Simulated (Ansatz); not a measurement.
## ScAl3: energy along a strain

ScAl3, Pm-3m, a = 4.071 Å. The structure is a Materials Project entry; whether it is the stable form wasn't checked. Ansatz: PBEsol, PAW, 420 eV, Γ-centred 12×12×12 mesh on 4 atoms, Gaussian smearing 0.15 eV; no spin polarisation. Cell vectors (Å): 4.071 0.000 0.000; 0.000 4.071 0.000; 0.000 0.000 4.071. The cell is strained by x per cent times the pattern (1 -1 0 0 0 0) in the order xx yy zz yz xz xy (engineering shears), with fractional coordinates held. y is the free energy over the start, V0 = 16.871 Å³/atom. Symmetry makes y even in x.

| x (%) | y (meV/atom) |
| --- | --- |
| -4.00 | ? |
| -2.00 | 6.24 |
| 0.00 | 0.00 |
| 0.50 | 0.39 |
| 1.00 | 1.56 |
| 1.50 | 3.51 |
| 2.50 | 9.74 |
| 3.00 | 14.00 |
| 3.50 | 19.00 |

**Question.** Fit y = c2 x² + c4 x⁴ to the other rows, get the stiffness along the pattern, and predict the missing energy.

**Answer.** Least squares on the rows shown. y = 1.5651 x² − 0.0011252 x⁴. The clamped-ion stiffness p·C·p = 2 × 15.65 eV × 160.2 / 16.871 Å³ = 297 GPa. At x = -4.00 the fit asked for gives 24.75 meV/atom. The run gave 24.75 meV/atom, the same to the digits shown.

The energy rises almost purely quadratically, and the small negative quartic term marks slight softening at larger strain. Because the missing point lies beyond the largest fitted amplitude, its agreement with the run is a modest test of extrapolation, not just of interpolation. The 297 GPa is twice C11 − C12 for a cubic crystal, so it shouldn't be read as a single elastic constant or as the usual shear modulus. Holding the fractional coordinates costs nothing here: every atom in this structure sits on an inversion centre that the strain preserves, so no internal relaxation is possible and the clamped-ion and relaxed stiffnesses coincide. The resistance to this shear probably owes much to directional hybridisation between Sc d and Al p states, which penalises changes in bond geometry more than the nearly free-electron bonding of elemental aluminium does. The positive curvature supports elastic stability against this one distortion, but leaves the response to volume change and to shears that alter the cell angles undetermined.
